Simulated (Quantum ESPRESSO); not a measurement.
Runs of Quantum ESPRESSO 7.5 on CsPbCl3. Symmetry: Pm-3m, No. 221, cubic system. Conventional cell: a = 5.605 Å, b = 5.605 Å, c = 5.605 Å, α = 90.00°, β = 90.00°, γ = 90.00°. Pb (site symmetry m-3m) is surrounded by 6 Cl at 2.80 Å. Around Cs (site symmetry m-3m) lie 12 Cl at 3.96 Å. Cl (site symmetry 4/mmm) has 2 Pb at 2.80 Å as nearest neighbours. 

```tsv
task	level	potentials or basis	cutoff (eV)	symmetry	SCF threshold	form of the LDA correlation	pressure (GPa)	V0 of scaled cells (Å³/atom)	B0 (GPa)
band structure	r2SCAN	SG15 PBE 1.2	789	off	1e-08 Ry	-	(b)	-	-
equation of state	PBEsol	GBRV 1.5 PBEsol	612	-	1e-09 Ry	-	-	35.33	25
equation of state	LDA	GBRV 1.5 LDA	612	-	1e-09 Ry	PZ81	-	33.50	30
band structure	PBE	SSSP 1.3 efficiency PBE	748	-	1e-09 Ry	-	(a)	-	-
```

Alike in all rows: no spin polarisation; cell as given; k mesh 5 × 5 × 5; smearing fermi-dirac 0.05 eV.

Q: Fill in the values left out.

A: (a) 1.7; (b) 0.5.

Caveats: the potentials were made for another functional, which shifts forces and pressure (some runs); this potential file gives levels or pressures that part from those of other sets (some runs).

Not every run made on this cell is shown here.
